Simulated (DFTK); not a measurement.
# HfC (Fm-3m) in DFTK: notebook

One crystal, HfC, is run at these levels: TASK, BJ06; tasks: band structure.

Everything below comes from runs of DFTK 0.8.2. Logs are shortened: lines on timing, memory, paths and dates and some standing lists are left out, and cuts for length are marked.

## 1. The structure

Symmetry: Fm-3m, No. 225, cubic system. The conventional cell has a = 4.650 Å, b = 4.650 Å, c = 4.650 Å, α = 90.00°, β = 90.00°, γ = 90.00°. Around Hf (site symmetry m-3m) lie 6 C at 2.33 Å. C (site symmetry m-3m) is surrounded by 6 Hf at 2.33 Å.

## 2. Band structure, TASK

run.jl

```julia
using DFTK
using PseudoPotentialData
using Unitful, UnitfulAtomic
using LinearAlgebra, Printf
include("save.jl")
disable_threading()

# lattice vectors are the columns
lattice = austrip(1u"Å") * [           0.0          2.325          2.325;
                    2.325            0.0          2.325;
                    2.325          2.325            0.0]
symbols   = [:Hf, :C]
positions = [[0.5, 0.5, 0.5],
             [0.0, 0.0, 0.0]]
pseudopotentials = Dict(:C => "C.upf", :Hf => "Hf.upf")
elements = Dict(s => ElementPsp(s, pseudopotentials; rcut=10.0) for s in unique(symbols))
atoms    = [elements[s] for s in symbols]

build_model(lattice, positions; symmetries=true) =
    model_DFT(lattice, atoms, positions;
              functionals=[:mgga_x_task, :lda_c_pw],
              temperature=austrip(0.05u"eV"),
              smearing=Smearing.FermiDirac(),
              symmetries)
Ecut  = 45.0  # hartree
kgrid = [8, 8, 8]
tol   = 1e-6
to_GPa = ustrip(uconvert(u"GPa", 1u"hartree/bohr^3"))

model = build_model(lattice, positions)
basis = PlaneWaveBasis(model; Ecut, kgrid)
display(basis)
scfres = self_consistent_field(basis;
                               tol,
                               nbandsalg=AdaptiveBands(model; n_bands_converge=20))
display(scfres.energies)
@printf "Fermi level: %.6f eV\n" ustrip(auconvert(u"eV", something(scfres.εF, NaN)))
forces = compute_forces_cart(scfres)
println("Forces (eV/Å)")
for (s, f) in zip(symbols, forces)
    @printf "%-3s %12.6f %12.6f %12.6f\n" s ustrip.(auconvert.(u"eV/Å", f))...
end
stress = compute_stresses_cart(scfres)
println("Stress (GPa)")
display(round.(stress * to_GPa; digits=4))
println("Levels at the first k-point (eV): ", round.(ustrip.(auconvert.(u"eV", scfres.eigenvalues[1][1:scfres.n_bands_converge])); digits=4))
save_scf!(scfres; forces, stress)

points = Dict("G" => [0.0, 0.0, 0.0], "K" => [0.375, 0.375, 0.75], "L" => [0.5, 0.5, 0.5], "U" => [0.625, 0.25, 0.625], "W" => [0.5, 0.25, 0.75], "X" => [0.5, 0.0, 0.5])
segments = [("G", "X", 7), ("X", "W", 4), ("W", "K", 3), ("K", "G", 7), ("G", "L", 6), ("L", "U", 4), ("U", "W", 3), ("W", "L", 5), ("L", "K", 4), ("U", "X", 3)]
kcoords = vcat([[points[a] + t * (points[b] - points[a]) for t in range(0, 1, n)] for (a, b, n) in segments]...)
bands = compute_bands(scfres, ExplicitKpoints(kcoords); n_bands=22, tol=1e-5)
for (k, ε) in zip(bands.basis.kpoints, bands.eigenvalues)
    @printf "%d %8.4f %8.4f %8.4f " k.spin k.coordinate...
    println(join([@sprintf("%9.4f", e) for e in ustrip.(auconvert.(u"eV", ε .- scfres.εF))]))
end
results["band_energies"] = rows(bands.eigenvalues); results["band_kpoints"] = rows(kcoords)
```

Potentials or basis: SG15 1.2 (PBE).

Started as:

```
> julia --threads=1 run.jl  # save.jl only writes the numbers to a file and isn't shown; printed stress counts tension as positive; times include loading and compiling
```

The program printed:

```text
PlaneWaveBasis discretization:

    Ecut                 : 45.0 Ha
    fft_size             : (40, 40, 40), 64000 total points
    kgrid                : MonkhorstPack([8, 8, 8])
    num.   red. kpoints  : 512
    num. irred. kpoints  : 29

    Discretized Model(mgga_x_task+lda_c_pw, 3D):
        lattice (in Bohr)    : [0         , 4.39361   , 4.39361   ]
                               [4.39361   , 0         , 4.39361   ]
                               [4.39361   , 4.39361   , 0         ]
        unit cell volume     : 169.63 Bohr³

        atoms                : CHf
        atom potentials      : ElementPsp(:Hf, "Hf.upf")
                               ElementPsp(:C, "C.upf")

        num. electrons       : 30
        spin polarization    : none
        temperature          : 0.0018375 Ha
        smearing             : DFTK.Smearing.FermiDirac()

        terms                : Kinetic()
                               AtomicLocal()
                               AtomicNonlocal()
                               Ewald(nothing)
                               PspCorrection()
                               Hartree()
                               Xc(mgga_x_task, lda_c_pw)
                               Entropy()
n     Energy            log10(ΔE)   log10(Δρ)   log10(Δτ)   Diag   Δtime
---   ---------------   ---------   ---------   ---------   ----   ------
  1   -228.1662682817                   -0.45        1.21    5.2    17.3s
  2   -228.5294616098       -0.44       -0.98        0.21    3.0    13.1s
  3   -228.5384808630       -2.04       -1.40       -1.07    3.0    16.2s
  4   -228.5390509297       -3.24       -1.99       -1.64    1.4    7.54s
  5   -228.5391981513       -3.83       -2.39       -1.70    2.2    7.87s
  6   -228.5392003868       -5.65       -2.60       -2.55    1.6    7.08s
  7   -228.5392039198       -5.45       -3.22       -2.62    1.6    7.69s
  8   -228.5392040890       -6.77       -3.59       -3.29    1.6    8.74s
  9   -228.5392041178       -7.54       -4.54       -3.36    1.7    7.06s
 10   -228.5392041192       -8.87       -4.76       -4.04    2.8    9.48s
 11   -228.5392041192      -10.14       -5.01       -4.99    1.0    6.11s
 12   -228.5392041193      -10.20       -5.81       -4.78    2.0    12.1s
 13   -228.5392041193   +  -12.59       -5.73       -5.29    2.7    8.57s
 14   -228.5392041193      -11.74       -6.02       -5.50    2.1    10.4s
Energy breakdown (in Ha):
    Kinetic             98.3615769
    AtomicLocal         -136.3311759
    AtomicNonlocal      -42.1912443
    Ewald               -193.4278696
    PspCorrection       14.3044168
    Hartree             50.9192866
    Xc                  -20.1741369
    Entropy             -0.0000577

    total               -228.539204119307
Fermi level: 10.491799 eV
Forces (eV/Å)
Hf      0.000000    -0.000000    -0.000000
C       0.000000     0.000000     0.000000
Stress (GPa)
3×3 StaticArraysCore.SMatrix{3, 3, Float64, 9} with indices SOneTo(3)×SOneTo(3):
 0.5266  0.0     0.0
 0.0     0.5266  0.0
 0.0     0.0     0.5266
Levels at the first k-point (eV): [-55.553, -22.7337, -22.7337, -22.7337, -3.3105, -0.0742, 0.0111, 0.0111, 0.0111, 0.0977, 0.0977, 0.0977, 11.788, 11.788, 11.788, 12.0804, 12.0804, 12.0804, 13.7951, 13.7951]
1   0.0000   0.0000   0.0000  -66.0448 -33.2255 -33.2255 -33.2255 -13.8023 -10.5660 -10.4807 -10.4807 -10.4807 -10.3941 -10.3941 -10.3941   1.2962   1.2962   1.2962   1.5886   1.5886   1.5886   3.3033   3.3033   8.0552  13.2557
1   0.0833   0.0000   0.0833  -66.0411 -33.2658 -33.2394 -33.2394 -13.5847 -10.5614 -10.4751 -10.4751 -10.4706 -10.3992 -10.3984 -10.3984  -0.4744   0.4539   0.4539   1.2865   2.7513   2.7513   3.4053   4.9164   8.7140  13.8340
1   0.1667   0.0000   0.1667  -66.0309 -33.3719 -33.2774 -33.2774 -13.0244 -10.5486 -10.4614 -10.4614 -10.4334 -10.4129 -10.4091 -10.4091  -2.5402  -0.1462  -0.1462   0.5631   3.6929   4.2193   4.2193   6.3909  10.7086  15.3290
1   0.2500   0.0000   0.2500  -66.0171 -33.5080 -33.3291 -33.3291 -12.4008 -10.5300 -10.4521 -10.4521 -10.4314 -10.4157 -10.4157 -10.3640  -3.8486  -0.3863  -0.3863  -0.2611   4.1094   5.5680   5.5680   7.4050  12.9297  17.2224
1   0.3333   0.0000   0.3333  -66.0033 -33.6348 -33.3807 -33.3807 -12.0407 -10.5101 -10.4610 -10.4610 -10.4494 -10.4056 -10.4056 -10.3213  -4.0769  -0.9623  -0.3424  -0.3424   4.5579   6.3913   6.3913   8.3203  13.3947  15.2680
1   0.4167   0.0000   0.4167  -65.9931 -33.7222 -33.4184 -33.4184 -11.9737 -10.4947 -10.4726 -10.4726 -10.4624 -10.3939 -10.3939 -10.3542  -3.4923  -1.4207  -0.1702  -0.1702   4.9109   6.5836   6.5836   8.9250  11.3685  14.8848
[... 38 lines left out ...]
1   0.5625   0.1250   0.5625  -65.9895 -33.7292 -33.4732 -33.4181 -11.8463 -10.4890 -10.4808 -10.4708 -10.4661 -10.3854 -10.3808 -10.3537  -3.1070  -2.3138  -0.7380   0.5581   6.0887   6.3495   6.5181   8.7435  11.4619  14.6026
1   0.5000   0.0000   0.5000  -65.9894 -33.7530 -33.4322 -33.4322 -11.9895 -10.4888 -10.4772 -10.4772 -10.4671 -10.3894 -10.3894 -10.3800  -3.0805  -1.5792  -0.0762  -0.0762   5.0461   6.5541   6.5541   8.8602  10.7557  14.6958
```

Wall time 5 min (1 thread of Intel Xeon 6975P-C (Granite Rapids), shared host); peak memory 1.7 GiB.

Results:

| Property | Result |
| --- | --- |
| Free energy | -6218.8686 eV |
| Pressure | -0.5 GPa |
| Band gap on the k mesh | none (metal or under the smearing width) |

Levels at the corners of the path, in eV from the Fermi level:
| point | band 12 | band 13 | band 14 | band 15 | band 16 | band 17 | band 18 | band 19 |
| --- | --- | --- | --- | --- | --- | --- | --- | --- |
| Γ | -10.39 | 1.30 | 1.30 | 1.30 | 1.59 | 1.59 | 1.59 | 3.30 |
| X | -10.38 | -3.08 | -1.58 | -0.08 | -0.08 | 5.05 | 6.55 | 6.55 |
| W | -10.18 | -3.10 | -3.02 | -3.02 | 4.05 | 4.05 | 6.57 | 7.61 |
| K | -10.22 | -3.67 | -3.13 | -1.85 | 1.99 | 5.77 | 6.34 | 8.27 |
| Γ | -10.39 | 1.30 | 1.30 | 1.30 | 1.59 | 1.59 | 1.59 | 3.30 |
| L | -9.56 | -6.37 | -3.29 | -3.29 | 5.33 | 5.33 | 6.17 | 7.74 |
| U | -10.22 | -3.67 | -3.13 | -1.85 | 1.99 | 5.77 | 6.34 | 8.27 |
| W | -10.18 | -3.10 | -3.02 | -3.02 | 4.05 | 4.05 | 6.57 | 7.61 |
| L | -9.56 | -6.37 | -3.29 | -3.29 | 5.33 | 5.33 | 6.17 | 7.74 |
| K | -10.22 | -3.67 | -3.13 | -1.85 | 1.99 | 5.77 | 6.34 | 8.27 |
| U | -10.22 | -3.67 | -3.13 | -1.85 | 1.99 | 5.77 | 6.34 | 8.27 |
| X | -10.38 | -3.08 | -1.58 | -0.08 | -0.08 | 5.05 | 6.55 | 6.55 |

Caveat: the potentials were made for another functional, which shifts forces and pressure; spin-orbit coupling is left out, which moves the levels of the heavy elements.

## 3. Band structure, BJ06

Edit run.jl of step 2 so:

```diff
@@ -20,3 +20,3 @@
     model_DFT(lattice, atoms, positions;
-              functionals=[:mgga_x_task, :lda_c_pw],
+              functionals=[:mgga_x_tb09, :lda_c_pw],
               temperature=austrip(0.05u"eV"),
@@ -37,12 +37,4 @@
 @printf "Fermi level: %.6f eV\n" ustrip(auconvert(u"eV", something(scfres.εF, NaN)))
-forces = compute_forces_cart(scfres)
-println("Forces (eV/Å)")
-for (s, f) in zip(symbols, forces)
-    @printf "%-3s %12.6f %12.6f %12.6f\n" s ustrip.(auconvert.(u"eV/Å", f))...
-end
-stress = compute_stresses_cart(scfres)
-println("Stress (GPa)")
-display(round.(stress * to_GPa; digits=4))
 println("Levels at the first k-point (eV): ", round.(ustrip.(auconvert.(u"eV", scfres.eigenvalues[1][1:scfres.n_bands_converge])); digits=4))
-save_scf!(scfres; forces, stress)
+save_scf!(scfres)
```

Potentials or basis: SG15 1.2 (PBE).

Started as:

```
> julia --threads=1 run.jl  # save.jl only writes the numbers to a file and isn't shown; printed stress counts tension as positive; times include loading and compiling
```

The program printed:

```text
PlaneWaveBasis discretization:

    Ecut                 : 45.0 Ha
    fft_size             : (40, 40, 40), 64000 total points
    kgrid                : MonkhorstPack([8, 8, 8])
    num.   red. kpoints  : 512
    num. irred. kpoints  : 29

    Discretized Model(mgga_x_tb09+lda_c_pw, 3D):
        lattice (in Bohr)    : [0         , 4.39361   , 4.39361   ]
                               [4.39361   , 0         , 4.39361   ]
                               [4.39361   , 4.39361   , 0         ]
        unit cell volume     : 169.63 Bohr³

        atoms                : CHf
        atom potentials      : ElementPsp(:Hf, "Hf.upf")
                               ElementPsp(:C, "C.upf")

        num. electrons       : 30
        spin polarization    : none
        temperature          : 0.0018375 Ha
        smearing             : DFTK.Smearing.FermiDirac()

        terms                : Kinetic()
[... 44 lines left out ...]
 36   -210.5867807232       -6.41       -4.72       -4.88    2.0    6.21s
 37   -210.5867802037   +   -6.28       -4.71       -5.41    1.0    3.47s
 38   -210.5867793250   +   -6.06       -4.88       -5.08    1.1    5.31s
 39   -210.5867791254   +   -6.70       -4.85       -5.57    1.0    6.21s
 40   -210.5867778147   +   -5.88       -5.62       -4.83    2.0    7.03s
 41   -210.5867761955   +   -5.79       -5.71       -5.29    2.0    7.33s
 42   -210.5867759983   +   -6.70       -5.27       -5.43    2.2    6.84s
 43   -210.5867753242   +   -6.17       -5.09       -5.54    2.0    5.51s
 44   -210.5867747659   +   -6.25       -4.92       -5.34    2.1    4.46s
 45   -210.5867742289   +   -6.27       -4.83       -5.57    2.0    4.33s
 46   -210.5867741397   +   -7.05       -4.84       -6.07    1.0    3.94s
 47   -210.5867751177       -6.01       -5.16       -5.03    2.8    5.03s
 48   -210.5867766269       -5.82       -6.00       -5.08    2.6    4.83s
Energy breakdown (in Ha):
    Kinetic             97.1335331
    AtomicLocal         -133.6480164
    AtomicNonlocal      -42.1991776
    Ewald               -193.4278696
    PspCorrection       14.3044168
    Hartree             49.2070979
    Xc                  -1.9566632
    Entropy             -0.0000977

    total               -210.586776626906
Fermi level: 10.648199 eV
Levels at the first k-point (eV): [-48.6147, -17.6182, -17.6182, -17.6182, -1.9108, 0.9637, 0.9637, 0.9637, 0.9661, 1.0844, 1.0844, 1.0844, 11.7955, 11.7955, 11.7955, 12.0355, 12.0355, 12.0355, 14.0595, 14.0595]
1   0.0000   0.0000   0.0000  -59.2629 -28.2664 -28.2664 -28.2664 -12.5590  -9.6845  -9.6845  -9.6845  -9.6822  -9.5638  -9.5638  -9.5638   1.1473   1.1473   1.1473   1.3873   1.3873   1.3873   3.4113   3.4113   7.1474  11.1418
1   0.0833   0.0000   0.0833  -59.2587 -28.3211 -28.2848 -28.2848 -12.3219  -9.6793  -9.6793  -9.6780  -9.6776  -9.5688  -9.5681  -9.5681  -0.4862   0.3482   0.3482   1.0642   2.5372   2.5372   3.5231   4.8896   7.8095  11.7821
1   0.1667   0.0000   0.1667  -59.2470 -28.4637 -28.3350 -28.3350 -11.7111  -9.6658  -9.6658  -9.6648  -9.6497  -9.5824  -9.5794  -9.5794  -2.4529  -0.1817  -0.1817   0.3142   3.8413   4.0441   4.0441   6.1726   9.9292  13.4648
1   0.2500   0.0000   0.2500  -59.2311 -28.6438 -28.4032 -28.4032 -11.0457  -9.6500  -9.6500  -9.6462  -9.6004  -9.5932  -9.5932  -9.5817  -3.6698  -0.5131  -0.3615  -0.3615   4.3110   5.5585   5.5585   7.0886  12.2680  15.7640
1   0.3333   0.0000   0.3333  -59.2151 -28.8090 -28.4709 -28.4709 -10.7089  -9.6414  -9.6414  -9.6262  -9.6181  -9.6009  -9.6009  -9.5306  -3.7582  -1.2019  -0.2759  -0.2759   4.8315   6.6461   6.6461   8.0273  12.4425  13.5528
1   0.4167   0.0000   0.4167  -59.2034 -28.9215 -28.5203 -28.5203 -10.6888  -9.6435  -9.6435  -9.6307  -9.6106  -9.5987  -9.5987  -9.5691  -2.9941  -1.6468  -0.0825  -0.0825   5.2543   7.0221   7.0221   8.7111  10.0046  13.3662
[... 38 lines left out ...]
1   0.5625   0.1250   0.5625  -59.1992 -28.9300 -28.5931 -28.5198 -10.5625  -9.6486  -9.6389  -9.6343  -9.6055  -9.5975  -9.5944  -9.5590  -2.5430  -2.3070  -0.6014   0.3820   6.4310   6.7673   6.9034   8.6259  10.0415  13.1009
1   0.5000   0.0000   0.5000  -59.1991 -28.9611 -28.5383 -28.5383 -10.7248  -9.6459  -9.6459  -9.6353  -9.6047  -9.5977  -9.5964  -9.5964  -2.4861  -1.7999   0.0172   0.0172   5.4199   7.0407   7.0407   8.2638   9.8212  13.0352
```

It took 6.1 min on 1 thread of Intel Xeon 6975P-C (Granite Rapids), shared host; peak memory 1.6 GiB.

What came out:

| Property | Result |
| --- | --- |
| Band gap on the k mesh | none (metal or under the smearing width) |

Levels at the corners of the path, in eV from the Fermi level:
| point | band 13 | band 14 | band 15 | band 16 | band 17 | band 18 |
| --- | --- | --- | --- | --- | --- | --- |
| Γ | 1.15 | 1.15 | 1.15 | 1.39 | 1.39 | 1.39 |
| X | -2.49 | -1.80 | 0.02 | 0.02 | 5.42 | 7.04 |
| W | -3.09 | -2.66 | -2.66 | 3.84 | 3.84 | 7.06 |
| K | -3.54 | -2.65 | -1.67 | 1.64 | 6.02 | 6.48 |
| Γ | 1.15 | 1.15 | 1.15 | 1.39 | 1.39 | 1.39 |
| L | -6.29 | -3.13 | -3.13 | 5.54 | 5.54 | 6.05 |
| U | -3.54 | -2.65 | -1.67 | 1.64 | 6.02 | 6.48 |
| W | -3.09 | -2.66 | -2.66 | 3.84 | 3.84 | 7.06 |
| L | -6.29 | -3.13 | -3.13 | 5.54 | 5.54 | 6.05 |
| K | -3.54 | -2.65 | -1.67 | 1.64 | 6.02 | 6.48 |
| U | -3.54 | -2.65 | -1.67 | 1.64 | 6.02 | 6.48 |
| X | -2.49 | -1.80 | 0.02 | 0.02 | 5.42 | 7.04 |

Caveat: the program leaves the constant c of mgga_x_tb09 at 1, so the potential is Becke-Johnson's (BJ06) and not Tran and Blaha's, with levels but no total energy; the potentials were made for another functional, which shifts forces and pressure; spin-orbit coupling is left out, which moves the levels of the heavy elements.
